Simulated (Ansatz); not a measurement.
Write the native input for Ansatz 0.2.0 that does the following.

| Property | Result |
| --- | --- |
| Task | single point |
| Functional | PBE |
| Potentials or basis | Ansatz PAW |
| Cutoff | 420 eV (not typed: the program's choice for these potentials) |
| k mesh | 7 × 7 × 7 |
| Occupations | gaussian, width 0.012 eV |
| Spin | no spin polarisation |

Crystal: TiSi2.

```
CELL_PARAMETERS angstrom
0.00000 4.11752 4.26290
2.38951 0.00000 4.26290
2.38951 4.11752 0.00000
ATOMIC_POSITIONS crystal
Ti 0.75000 0.75000 0.75000
Ti 0.50000 0.50000 0.50000
Si 0.41257 0.08743 0.41257
Si 0.08743 0.41257 0.08743
Si 0.16257 0.83743 0.16257
Si 0.83743 0.16257 0.83743
```

The cell is a database's computed one.

The input as run:

input.yaml

```yaml
crystal:
  lattice:
    - [0.0, 4.1175163063, 4.2628978354]
    - [2.3895119538, 0.0, 4.2628978354]
    - [2.3895119538, 4.1175163063, 0.0]
  atoms:
    - { symbol: Ti, position: [0.75, 0.75, 0.75] }
    - { symbol: Ti, position: [0.5, 0.5, 0.5] }
    - { symbol: Si, position: [0.41256561, 0.08743439, 0.41256561] }
    - { symbol: Si, position: [0.08743439, 0.41256561, 0.08743439] }
    - { symbol: Si, position: [0.16256561, 0.83743439, 0.16256561] }
    - { symbol: Si, position: [0.83743439, 0.16256561, 0.83743439] }
hamiltonian:
  xc: pbe
  pseudopotentials: { kind: paw }
kpoints:
  mp_grid: { grid: [7, 7, 7] }
scf:
  occupations: { method: gaussian, width: 0.012 }
output:
  forces: true
  stress: true
  eigenvalues: true
  write_density: true
  write_potential: true
  elf: true
  volumetric_format: npy
```

Potentials or basis: Ansatz PAW.

Launch:

```bash
$ ansatz run input.yaml --threads 2 --pin off --max-ram 5632MiB --backend cpu --events-out ev --progress --plain --runs-dir out
```

It gave:

```
Pressure               : 2.1 GPa
Largest force          : 0.012 eV/Å
Band gap on the k mesh : none (metal or under the smearing width)
```

It took 5.5 s on 2 threads of Arm Neoverse V2, with other jobs on the host, peak memory 0.42 GiB.
